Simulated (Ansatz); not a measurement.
# C: how the settings move a single-point run

Aim: see which settings change the result for C, by how much, and at what cost.

Method: reference: DFT, PBE, all-electron LAPW, scalar-relativistic, in Ansatz 0.2.0.

1 further run of the same task is left out (it didn't finish).

## Step 1: Starting point

It takes space group Fd-3m (No. 227, cubic). Conventional cell: a = 3.506 Å, b = 3.506 Å, c = 3.506 Å, α = 90.00°, β = 90.00°, γ = 90.00°. Around C (site symmetry -43m) lie 4 C at 1.52 Å.

Coordinates:

```
CELL_PARAMETERS angstrom
0.00000 1.75317 1.75317
1.75317 0.00000 1.75317
1.75317 1.75317 0.00000
ATOMIC_POSITIONS crystal
C 0.50000 0.50000 0.50000
C 0.75000 0.75000 0.75000
```

## Step 2: Reference

Contents of input.yaml:

```yaml
crystal:
  lattice:
    - [0.0, 1.7531670408, 1.7531670408]
    - [1.7531670408, 0.0, 1.7531670408]
    - [1.7531670408, 1.7531670408, 0.0]
  atoms:
    - { symbol: C, position: [0.5, 0.5, 0.5] }
    - { symbol: C, position: [0.75, 0.75, 0.75] }
kpoints:
  mp_grid: { grid: [20, 20, 20] }
scf:
  occupations: { method: fermi_dirac, width: 0.08 }
hamiltonian:
  xc: pbe
  pseudopotentials: { kind: all_electron, lapw: { basis_error: 0.0005 } }
output:
  forces: true
  stress: true
  eigenvalues: true
```

Started as:

```
ansatz run input.yaml --threads 1 --pin off --max-ram 2048MiB --backend cpu --events-out ev --progress --plain --runs-dir out
```

## Step 3: Variant: accuracy low, xc_grid 2

Edit input.yaml of step 2 so:

```diff
@@ -19 +19,4 @@
   eigenvalues: true
+accuracy: low
+basis:
+  xc_grid: 2
```

What does the calculation give? Wanted: for each run, ending; energy change; pressure; gap; force.

**Answer**, as computed:

```
                       run     ending  energy change  pressure (GPa)  gap (eV)  force (eV/Å)  cycles  time
                 reference  converged              0            26.5      4.26          0.00       5  14 s
1: accuracy low, xc_grid 2  converged   0.0 meV/atom            26.5      4.26          0.00       5  14 s
```

Residual by cycle in the longest SCF loop of each run; runs are numbered as in the table. The quantity is the density residual dr2, in eV.

```
cycle  reference   run 1
    1       1.65    1.65
    2       0.24    0.24
    3     7.8e-4  7.8e-4
    4     2.6e-6  2.6e-6
    5     2.8e-8  2.8e-8
```

**Reading.** The changed input (numerical grids) leaves the energy the same to the digits printed. The structure is not at rest: the sound run finds 27 GPa, so these are no properties of the relaxed crystal. 

These are semilocal Kohn-Sham gaps, which aren't the measured quantity. Such gaps usually fall short of the measured ones.
